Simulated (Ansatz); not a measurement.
# Cd, fcc: how the functional moves the structure

All rows: Ansatz, plane waves with scalar-relativistic PAW, 420 eV (500 eV for the SCAN forms), relaxed under each functional, no dispersion correction, no zero-point motion. B₀ comes from uniform scaling at fixed shape; a dash is a value not given.

```tsv
functional	V (Å³/atom)	cell	B₀ (GPa)	magnetic state	ΔE to hcp (meV/atom)
PBE	22.89	a = 4.507 Å	42	spin not included	6
r²SCAN	21.76	a = 4.432 Å	55	spin not included	23
PBEsol	20.97	a = 4.377 Å	60	spin not included	9
LDA	19.96	a = 4.306 Å	71	spin not included	16
revPBE	23.97	a = 4.577 Å	34	spin not included	3
RPBE	24.43	a = 4.606 Å	31	spin not included	2
BLYP	26.46	a = 4.730 Å	19	spin not included	9
```

LDA gives the smallest volume and BLYP the largest.
